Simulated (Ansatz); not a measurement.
# Ag (Fm-3m) in Ansatz: further runs

Runs on Ag. Level: PBE0. Tasks: single point, equation of state.

All numbers are computed with Ansatz 0.2.0; they aren't measurements. Logs are shortened: lines on timing, memory, paths and dates and some standing lists are left out, and cuts for length are marked.

### 1 Starting point

It takes space group Fm-3m (No. 225, cubic). Conventional cell: a = 4.085 Å, b = 4.085 Å, c = 4.085 Å, α = 90.00°, β = 90.00°, γ = 90.00°. Ag (site symmetry m-3m) has 12 Ag at 2.89 Å as nearest neighbours.

### 2 Single point, PBE0, 16.03 Å³/atom (volume scaled by 0.94)

File input:

```
crystal:
  lattice:
    - [0.0, 2.0010495236, 2.0010495236]
    - [2.0010495236, 0.0, 2.0010495236]
    - [2.0010495236, 2.0010495236, 0.0]
  atoms:
    - { symbol: Ag, position: [0.0, 0.0, 0.0] }
hamiltonian:
  xc: pbe0
  pseudopotentials: { kind: paw }
kpoints:
  mp_grid: { grid: [6, 6, 6] }
scf:
  occupations: { method: fermi_dirac, width: 0.05 }
output:
  forces: true
  stress: true
  eigenvalues: true
  write_density: true
  write_potential: true
  elf: true
  volumetric_format: npy
```

Potentials or basis: Ansatz PAW.

The program printed:

```text
Warning: output.stress: scf.convergence.dr2_threshold = 1e-7 eV (the SCF's general default) is looser than the 1e-10 eV advised for a printed stress (1e-10 eV for each atom of the cell: 1). What an SCF threshold leaves in a stress goes as its square root, and in the free energy as the threshold itself, and one threshold admits the most on a small cell: of the crystals measured, under no hybrid functional and no lock of the moments, on runs that ended without the residual-converged pass, on stresses that held no estimate of that error, the worst erred by over 100 MPa in a component at 1e-7 eV an atom and by under 5 at 1e-10. Set scf.convergence.dr2_threshold to 1e-10 eV or tighter. The threshold is an SCF's pass mark: one that does not reach it within its budget of iterations ends unconverged, or closes short of it on a stop that the run arms, and scf.convergence.dr2_threshold's page says what that costs each kind of run
Warning: output.stress: scf.exx.energy_threshold = 1e-6 eV is looser than the 1e-8 eV advised for a stress under a hybrid functional (1e-8 eV for each atom of the cell: 1). Every SCF of the exchange loop can meet its threshold on dr2 while the loop round them stops early: no threshold on dr2 bounds what that leaves in the stress. Set scf.exx.energy_threshold to 1e-8 eV or tighter. The threshold is the loop's pass mark: a loop that does not reach it within its budget of cycles ends unconverged, and scf.exx.energy_threshold's page has the law
GPUs: using 1 of 1 available (devices: 1).
Engine: ansatz 0.2.0, x86_64-unknown-linux-gnu
Pseudopotentials: kind: paw
Pseudopotential: Ag, paw, valence charge 19, recommended cutoff 420 eV (normal), Ag.paw.azcp
Functional definition: PBE0
  parameter a = 0.25
  parameter kappa = 0.804
  parameter beta = 0.06672455060314922
  exchange = (1 - a)*pbe_x(kappa = kappa, mu = beta*pi^2/3) + a*exact_x
  correlation = pbe_c(beta = beta)
device memory: the entry about to start is reckoned to put 0.4 GiB on a device that reports 17.9 GiB free
GPU FFT provider: cuFFT
GPU libraries: cuBLAS 13.8.2, cuFFT 12.4.0, cuSOLVER 12.3.4
Crystal: 1 atoms, lattice volume = 16.025 Å³
Basis set: ecut = 420 eV, 331 PW (Γ), exchange–correlation on 40×40×40 points (8 copies of the dense FFT grid, shifted against one another)
Bands: 14, of which v1, the nominal top of the filled ones, is band 10 counted from 1 (9 counted from 0)
Symmetry: 48 space group operations
Space group: Fm-3m (ITA 225), of the structure as read, at distance tolerance 2.5e-5 Å
k-points: 16 of 216
Non-local potential: Ag, projectors of the file, l = 0: 3, l = 1: 2, l = 2: 2, l = 3: 1
PAW form: soft (Blöchl's): semilocal exchange-correlation on the pseudo side does not see the compensation charge
PAW frozen core: Ag, regenerated for the run's functional, and the local potential with it (the file was generated under x = pbe(κ = 0.804, μ = 0.2195149727645171), c = pbe(β = 0.06672455060314922))
PAW one-centre angular grid: Ag, 590 points (default); XC on 64 Gauss nodes
Initial density: superposition of atomic densities (neutral atoms: chi_scale 0, normalization atom), corrected by the library's trained network
Initial wavefunctions: pseudopotential atomic-orbital guess
GPU buffer pool allocated for 8000 grid points (all kernels)
GPU transforms: local potential and band sums: pruned to the plane-wave sphere, on 18×20×20
Functional: x = pbe(κ = 0.804, μ = 0.2195149727645171), c = pbe(β = 0.06672455060314922), warm-up for x = 0.75 pbe(κ = 0.804, μ = 0.2195149727645171) + 0.25 exact, c = pbe(β = 0.06672455060314922)
SCF iter   1: F=—  HF=-7590.414429 eV  |F-HF|=—  |Δ(HF+E_count)|=         —  Δρ=1.86e-3  dr2=2.93e-4  ethr=1.77e-3  ⟨swp⟩=7.0  Hψ=927  notcnv=0
preconditioner: auto → none  [insulator: Δε(μ)=0.749 eV  Ē_g=16.952 eV  σ=0.050 eV  W_gap=0.63  n_scr=8 (ndim 8)  ℏωp=30.8 eV  f_vac=0.000  D(μ)=1.04/eV (n_scr^D=14)]
SCF iter   2: F=—  HF=-7590.414545 eV  |F-HF|=—  |Δ(HF+E_count)|=   1.16e-4  Δρ=8.28e-4  dr2=7.62e-5  ethr=1.54e-6  ⟨swp⟩=3.6  Hψ=579  notcnv=0
iter 3 solved again at ethr=3.07e-8 eV; its pass at ethr=4.01e-7 eV (dr2=5.83e-6 eV) is discarded
SCF iter   3: F=—  HF=-7590.414546 eV  |F-HF|=—  |Δ(HF+E_count)|=   7.64e-7  Δρ=3.84e-4  dr2=5.79e-6  ethr=3.07e-8  ⟨swp⟩=2.0  Hψ=820  notcnv=0
SCF iter   4: F=—  HF=-7590.414566 eV  |F-HF|=—  |Δ(HF+E_count)|=   2.02e-5  Δρ=1.71e-5  dr2=2.02e-8  ethr=3.05e-8  ⟨swp⟩=3.0  Hψ=440  notcnv=0
SCF iter   5: F=-7590.414566 eV  HF=-7590.414566 eV  |F-HF|=1.45e-10  |Δ(HF+E_count)|=   1.81e-8  Δρ=2.42e-6  dr2=1.90e-10  ethr=1.06e-10  ⟨swp⟩=3.0  Hψ=481  notcnv=0
SCF 1 converged in 5 iterations: F = -7590.414566 eV  dr2 = 1.90e-10
device memory: the entry about to start is reckoned to put 1.0 GiB on a device that reports 17.9 GiB free
GPU FFT provider: cuFFT
GPU libraries: cuBLAS 13.8.2, cuFFT 12.4.0, cuSOLVER 12.3.4
Initial density: handed on by an earlier stage of this run
Initial wavefunctions: those handed on with the density
GPU buffer pool allocated for 8000 grid points (all kernels)
GPU transforms: local potential and band sums: pruned to the plane-wave sphere, on 18×20×20
Functional: x = 0.75 pbe(κ = 0.804, μ = 0.2195149727645171) + 0.25 exact, c = pbe(β = 0.06672455060314922)
Exchange kernel: α = 0.2500, full range, Wigner–Seitz truncation, v(0) = 7932.6259 eV·Å³, q-mesh 6×6×6, nearest image of the exchange supercell L = 16.98 Å, pair-density grid 12×12×12, without the augmentation charges, whose exchange is taken in its separable form by FFT convolution over the k-point mesh (sized by the pseudopotential files, 16×16×16 at the most), smooth part of the exact exchange by density-matrix convolution in up to 850.8 MiB of GPU memory as planned if the GPU has room (build and FFT work areas not counted)
Frozen-core exchange: fock
iter 1 solved again at ethr=1.57e-4 eV; its pass at ethr=1.00e-1 eV (dr2=2.98e-2 eV) is discarded
SCF iter   1: F=—  HF=-7593.043129 eV  |F-HF|=—  |Δ(HF+E_count)|=         —  Δρ=1.39e-2  dr2=3.32e-2  ethr=1.57e-4  ⟨swp⟩=3.1  Hψ=926  notcnv=0
preconditioner: auto → none  [insulator: Δε(μ)=1.214 eV  Ē_g=19.982 eV  σ=0.050 eV  W_gap=0.63  n_scr=8 (ndim 8)  ℏωp=30.8 eV  f_vac=0.000  D(μ)=1.04/eV (n_scr^D=14)]
SCF iter   2: F=—  HF=-7593.033683 eV  |F-HF|=—  |Δ(HF+E_count)|=   9.45e-3  Δρ=5.57e-3  dr2=2.98e-3  ethr=1.57e-4  ⟨swp⟩=3.0  Hψ=593  notcnv=0
SCF iter   3: F=—  HF=-7593.032692 eV  |F-HF|=—  |Δ(HF+E_count)|=   9.91e-4  Δρ=1.72e-3  dr2=1.29e-3  ethr=1.11e-5  ⟨swp⟩=3.0  Hψ=472  notcnv=0
SCF iter   4: F=—  HF=-7593.032577 eV  |F-HF|=—  |Δ(HF+E_count)|=   1.16e-4  Δρ=1.50e-4  dr2=1.05e-3  ethr=1.09e-6  ⟨swp⟩=2.0  Hψ=378  notcnv=0
SCF iter   5: F=-7593.032576 eV  HF=-7593.032576 eV  |F-HF|=7.60e-8  |Δ(HF+E_count)|=   5.22e-7  Δρ=2.84e-5  dr2=6.57e-8  ethr=9.64e-9  ⟨swp⟩=3.0  Hψ=548  notcnv=0
SCF 2 converged in 5 iterations: F = -7593.032576 eV  dr2 = 6.57e-8
hybrid outer 1: dexx = +4.910e-3 eV, tail = 2.58e-3 eV
GPU FFT provider: cuFFT
GPU libraries: cuBLAS 13.8.2, cuFFT 12.4.0, cuSOLVER 12.3.4
GPU buffer pool allocated for 8000 grid points (all kernels)
GPU transforms: local potential and band sums: pruned to the plane-wave sphere, on 18×20×20
Exchange kernel: α = 0.2500, full range, Wigner–Seitz truncation, v(0) = 7932.6259 eV·Å³, q-mesh 6×6×6, nearest image of the exchange supercell L = 16.98 Å, pair-density grid 12×12×12, without the augmentation charges, whose exchange is taken in its separable form by FFT convolution over the k-point mesh (sized by the pseudopotential files, 16×16×16 at the most), smooth part of the exact exchange by density-matrix convolution in up to 850.8 MiB of GPU memory as planned if the GPU has room (build and FFT work areas not counted)
Frozen-core exchange: fock
SCF iter   1: F=—  HF=-7593.038335 eV  |F-HF|=—  |Δ(HF+E_count)|=         —  Δρ=1.87e-3  dr2=6.10e-4  ethr=6.79e-5  ⟨swp⟩=2.2  Hψ=453  notcnv=0
preconditioner: auto → none  [insulator: Δε(μ)=1.193 eV  Ē_g=19.877 eV  σ=0.050 eV  W_gap=0.63  n_scr=8 (ndim 8)  ℏωp=30.8 eV  f_vac=0.000  D(μ)=1.04/eV (n_scr^D=14)]
SCF iter   2: F=—  HF=-7593.038142 eV  |F-HF|=—  |Δ(HF+E_count)|=   1.92e-4  Δρ=6.08e-5  dr2=2.26e-5  ethr=2.98e-6  ⟨swp⟩=2.9  Hψ=422  notcnv=0
SCF iter   3: F=-7593.038243 eV  HF=-7593.038252 eV  |F-HF|=9.12e-6  |Δ(HF+E_count)|=   1.10e-4  Δρ=2.65e-4  dr2=1.22e-5  ethr=9.71e-10  ⟨swp⟩=4.1  Hψ=789  notcnv=0
SCF 3 stopped early in 3 iterations: F = -7593.038243 eV  dr2 = 1.22e-5
hybrid outer 2: dexx = +1.282e-4 eV, tail = 2.65e-5 eV, Δε = 4.86e-2 eV (about 6.94e-3 eV left of the loop's levels)
GPU FFT provider: cuFFT
GPU libraries: cuBLAS 13.8.2, cuFFT 12.4.0, cuSOLVER 12.3.4
GPU buffer pool allocated for 8000 grid points (all kernels)
GPU transforms: local potential and band sums: pruned to the plane-wave sphere, on 18×20×20
Exchange kernel: α = 0.2500, full range, Wigner–Seitz truncation, v(0) = 7932.6259 eV·Å³, q-mesh 6×6×6, nearest image of the exchange supercell L = 16.98 Å, pair-density grid 12×12×12, without the augmentation charges, whose exchange is taken in its separable form by FFT convolution over the k-point mesh (sized by the pseudopotential files, 16×16×16 at the most), smooth part of the exact exchange by density-matrix convolution in up to 850.8 MiB of GPU memory as planned if the GPU has room (build and FFT work areas not counted)
Frozen-core exchange: fock
SCF iter   1: F=—  HF=-7593.038153 eV  |F-HF|=—  |Δ(HF+E_count)|=         —  Δρ=1.17e-5  dr2=3.02e-6  ethr=6.96e-7  ⟨swp⟩=2.0  Hψ=448  notcnv=0
preconditioner: auto → none  [insulator: Δε(μ)=1.190 eV  Ē_g=19.860 eV  σ=0.050 eV  W_gap=0.63  n_scr=8 (ndim 8)  ℏωp=30.8 eV  f_vac=0.000  D(μ)=1.04/eV (n_scr^D=14)]
SCF iter   2: F=—  HF=-7593.038249 eV  |F-HF|=—  |Δ(HF+E_count)|=   9.61e-5  Δρ=2.97e-5  dr2=1.33e-7  ethr=8.78e-11  ⟨swp⟩=4.1  Hψ=649  notcnv=0
SCF iter   3: F=-7593.038249 eV  HF=-7593.038249 eV  |F-HF|=2.10e-10  |Δ(HF+E_count)|=   3.94e-8  Δρ=5.03e-6  dr2=1.27e-8  ethr=8.78e-11  ⟨swp⟩=3.1  Hψ=540  notcnv=0
SCF 4 converged in 3 iterations: F = -7593.038249 eV  dr2 = 1.27e-8
  Residual-converged pass: ⟨swp⟩=2.0  Hψ=320  notcnv=0  max |occ|·‖R‖ = 2.1e-6 eV (tolerance 2.4e-6 eV)  dr2=1.27e-8  dr2_onsite=4.33e-10  max |Δocc| = 1.4e-19
hybrid outer 3: dexx = +3.233e-7 eV, tail = 2.73e-8 eV, Δε = 6.46e-3 eV (about 4.14e-4 eV left of the loop's levels)
hybrid SCF converged: 3 outer / 11 inner (+5 warm-up), last move |dexx| = 3.23e-7 eV, tail = 2.73e-8 eV
Stability not checked: this state was not tested for a lower state beside it, because the functional holds exact exchange (a hybrid, or Hartree-Fock), whose exchange loop this test does not read (fock_operator; see scf.lower_state_search)
Free energy (F): -7593.038249 eV
Frozen-core exchange: fock
Harris-Foulkes:  -7593.038249 eV  (|F-HF|=2.10e-10)
Internal energy: -7593.030898 eV  (E = F + TS)
E sigma→0 (E₀):  -7593.034573 eV
Entropy (-TS):   -0.007351 eV (-7.351 meV/atom)
Fermi energy:    18.350302 eV
--- Per-component energies (eV) ---
  E_band       = -266.360532
  E_kinetic    = 530.179804
  E_local      = -2102.427854  (includes V_loc(G=0)·N_el)
  E_nonlocal   = 80.817926
  E_hartree    = 967.744507
  E_xc         = -143.087200
  E_vxc        = -181.672796  (∫ρ·V_xc dr)
  E_exx        = -87.802835  (= α·E_x^exact, valence–valence)
  E_paw        = -3860.262916  (= ΣΔE_a)
  E_vpaw       = -353.142122  (= ΣTr[D̂ρ^β])
  E_aug_tail   = 0.000304  (compensation charges beyond the density's cutoff)
  E_ewald      = -2977.607493
  E_core_change = -0.585141  (= ΣΔE_core)
  E_smearing   = -0.007351  (= −TS)
  E_closure    = 0.000000  (closes the sum)
  Σ components = -7593.038249   (vs F -7593.038249, Δ=9.09e-13)
--- Forces (eV/Å), atoms counted from 1 ---
  atom   1  Ag    -0.00000000    -0.00000000     0.00000000
  max |Σ_I F_I| component: 9.99e-30 eV/Å
--- Stress (GPa, compression-positive) ---
       13.025231      -0.000000      -0.000000
       -0.000000      13.025231      -0.000000
       -0.000000      -0.000000      13.025231
  P = ⅓ Tr σ = 13.0252 GPa (130.252 kbar)
--- Band table (eV; the first three rows and the last of 16) ---
  k-point 0: bands = ["-78.9555", "-40.9753", "-40.9753", "-40.9753", "9.0189", "11.8713", "11.8713", "11.8713", "13.0838", "13.0838", "35.8923", "40.0583", "40.0583", "40.0583"]
  k-point 1: bands = ["-78.9486", "-41.0354", "-40.9847", "-40.9847", "9.9436", "11.8004", "12.0831", "12.0831", "13.0600", "13.0600", "34.7933", "36.9620", "40.6144", "40.6144"]
  k-point 2: bands = ["-78.9354", "-41.1569", "-41.0043", "-41.0043", "10.3259", "11.9952", "11.9952", "13.6391", "13.6391", "14.2100", "28.2858", "35.9400", "40.0030", "40.0030"]
  k-point 15: bands = ["-78.9200", "-41.1740", "-41.1059", "-41.0728", "10.5434", "10.7716", "12.6791", "13.4158", "14.4021", "23.6386", "27.3148", "28.2033", "28.9164", "40.8283"]
```

Run time: 7.2 s. Hardware: 1 × NVIDIA H100 80GB HBM3 with 2 threads of AMD EPYC 7R13 (Zen 3), shared host; peak memory 1.5 GiB.

Results:

- Free energy: -7593.0382 eV
- Pressure: 13.0 GPa
- Band gap on the k mesh: none (metal or under the smearing width)

Caveat: the k mesh is coarse (spacing up to 0.45 Å⁻¹), so the values aren't converged, least of all with exact exchange; the PAW data sets come from PBE, with cores solved anew for the run's functional, which leaves a small shift of forces and pressure; the thresholds are loose for stress.

### 3 Single point, PBE0, 16.37 Å³/atom (volume scaled by 0.96)

File input:

```
crystal:
  lattice:
    - [0.0, 2.0151418859, 2.0151418859]
    - [2.0151418859, 0.0, 2.0151418859]
    - [2.0151418859, 2.0151418859, 0.0]
  atoms:
    - { symbol: Ag, position: [0.0, 0.0, 0.0] }
hamiltonian:
  xc: pbe0
  pseudopotentials: { kind: paw }
kpoints:
  mp_grid: { grid: [6, 6, 6] }
scf:
  occupations: { method: fermi_dirac, width: 0.05 }
output:
  forces: true
  stress: true
  eigenvalues: true
```

Potentials or basis: Ansatz PAW.

Run time: 9.1 s. Hardware: 1 × NVIDIA H100 80GB HBM3 with 2 threads of AMD EPYC 7R13 (Zen 3), shared host; peak memory 1.5 GiB.

It converged, with:

- Free energy: -7593.0626 eV
- Pressure: 9.9 GPa
- Band gap on the k mesh: none (metal or under the smearing width)

Caveat: the k mesh is coarse (spacing up to 0.45 Å⁻¹), so the values aren't converged, least of all with exact exchange; the PAW data sets come from PBE, with cores solved anew for the run's functional, which leaves a small shift of forces and pressure; the thresholds are loose for stress.

### 4 Single point, PBE0, 16.71 Å³/atom (volume scaled by 0.98)

Changes to input since step 3:

```diff
@@ -2,5 +2,5 @@
   lattice:
-    - [0.0, 2.0151418859, 2.0151418859]
-    - [2.0151418859, 0.0, 2.0151418859]
-    - [2.0151418859, 2.0151418859, 0.0]
+    - [0.0, 2.0290398554, 2.0290398554]
+    - [2.0290398554, 0.0, 2.0290398554]
+    - [2.0290398554, 2.0290398554, 0.0]
   atoms:
```

It took 7.5 s on 1 × NVIDIA H100 80GB HBM3 with 2 threads of AMD EPYC 7R13 (Zen 3), shared host; peak memory 1.5 GiB.

The run converged. Its results:

```yaml
Free_energy: -7593.0806 eV
Pressure: 7.1 GPa
Band_gap_on_the_k_mesh: none (metal or under the smearing width)
```

Caveat: the k mesh is coarse (spacing up to 0.45 Å⁻¹), so the values aren't converged, least of all with exact exchange; the PAW data sets come from PBE, with cores solved anew for the run's functional, which leaves a small shift of forces and pressure; the thresholds are loose for stress.

### 5 Single point, PBE0, 17.05 Å³/atom

Changes to input since step 4:

```diff
@@ -2,5 +2,5 @@
   lattice:
-    - [0.0, 2.0290398554, 2.0290398554]
-    - [2.0290398554, 0.0, 2.0290398554]
-    - [2.0290398554, 2.0290398554, 0.0]
+    - [0.0, 2.04275, 2.04275]
+    - [2.04275, 0.0, 2.04275]
+    - [2.04275, 2.04275, 0.0]
   atoms:
```

Wall time 5.1 s (1 × NVIDIA H100 80GB HBM3 with 2 threads of AMD EPYC 7R13 (Zen 3), shared host); peak memory 1.6 GiB.

It converged, with:

```
Free energy            : -7593.0930 eV
Pressure               : 4.6 GPa
Band gap on the k mesh : none (metal or under the smearing width)
```

Caveat: the k mesh is coarse (spacing up to 0.44 Å⁻¹), so the values aren't converged, least of all with exact exchange; the PAW data sets come from PBE, with cores solved anew for the run's functional, which leaves a small shift of forces and pressure; the thresholds are loose for stress.

### 6 Single point, PBE0, 17.39 Å³/atom (volume scaled by 1.02)

Changes to input since step 5:

```diff
@@ -2,5 +2,5 @@
   lattice:
-    - [0.0, 2.04275, 2.04275]
-    - [2.04275, 0.0, 2.04275]
-    - [2.04275, 2.04275, 0.0]
+    - [0.0, 2.05627854, 2.05627854]
+    - [2.05627854, 0.0, 2.05627854]
+    - [2.05627854, 2.05627854, 0.0]
   atoms:
```

Potentials or basis: Ansatz PAW.

Wall time 6.8 s (1 × NVIDIA H100 80GB HBM3 with 2 threads of AMD EPYC 7R13 (Zen 3), shared host); peak memory 1.5 GiB.

The run converged. Its results:

- Free energy: -7593.1006 eV
- Pressure: 2.5 GPa
- Band gap on the k mesh: none (metal or under the smearing width)

Caveat: the k mesh is coarse (spacing up to 0.44 Å⁻¹), so the values aren't converged, least of all with exact exchange; the PAW data sets come from PBE, with cores solved anew for the run's functional, which leaves a small shift of forces and pressure; the thresholds are loose for stress.

### 7 Single point, PBE0, 17.73 Å³/atom (volume scaled by 1.04)

Changes to input since step 6:

```diff
@@ -2,5 +2,5 @@
   lattice:
-    - [0.0, 2.05627854, 2.05627854]
-    - [2.05627854, 0.0, 2.05627854]
-    - [2.05627854, 2.05627854, 0.0]
+    - [0.0, 2.0696313722, 2.0696313722]
+    - [2.0696313722, 0.0, 2.0696313722]
+    - [2.0696313722, 2.0696313722, 0.0]
   atoms:
```

Wall time 5.9 s (1 × NVIDIA H100 80GB HBM3 with 2 threads of AMD EPYC 7R13 (Zen 3), shared host); peak memory 1.5 GiB.

The run converged. Its results:

```yaml
Free_energy: -7593.1039 eV
Pressure: 0.6 GPa
Band_gap_on_the_k_mesh: none (metal or under the smearing width)
```

Caveat: the k mesh is coarse (spacing up to 0.44 Å⁻¹), so the values aren't converged, least of all with exact exchange; the PAW data sets come from PBE, with cores solved anew for the run's functional, which leaves a small shift of forces and pressure; the thresholds are loose for stress.

### 8 Single point, PBE0, 18.07 Å³/atom (volume scaled by 1.06)

Changes to input since step 7:

```diff
@@ -2,5 +2,5 @@
   lattice:
-    - [0.0, 2.0696313722, 2.0696313722]
-    - [2.0696313722, 0.0, 2.0696313722]
-    - [2.0696313722, 2.0696313722, 0.0]
+    - [0.0, 2.082814093, 2.082814093]
+    - [2.082814093, 0.0, 2.082814093]
+    - [2.082814093, 2.082814093, 0.0]
   atoms:
```

It took 5.3 s on 1 × NVIDIA H100 80GB HBM3 with 2 threads of AMD EPYC 7R13 (Zen 3), shared host; peak memory 1.5 GiB.

Results (log left out):

- Free energy: -7593.1095 eV
- Pressure: 0.0 GPa
- Band gap on the k mesh: none (metal or under the smearing width)

Caveat: the k mesh is coarse (spacing up to 0.44 Å⁻¹), so the values aren't converged, least of all with exact exchange; the PAW data sets come from PBE, with cores solved anew for the run's functional, which leaves a small shift of forces and pressure; the thresholds are loose for stress.

### 9 Equation of state, PBE0

Potentials or basis: Ansatz PAW.

This step only gathers the single runs of the series.

What came out:

```
Equilibrium volume : outside the volumes run
```

Energy against volume, from the lowest point:
```
volume (Å³/atom)  energy (meV/atom)
          16.025              71.25
          16.366              46.90
          16.707              28.92
          17.048              16.48
          17.389               8.86
          17.730               5.59
          18.071               0.00
```

Caveat: the k mesh is coarse (spacing up to 0.44 Å⁻¹), so the values aren't converged, least of all with exact exchange; the PAW data sets were made with another functional, which shifts forces and pressure a little.
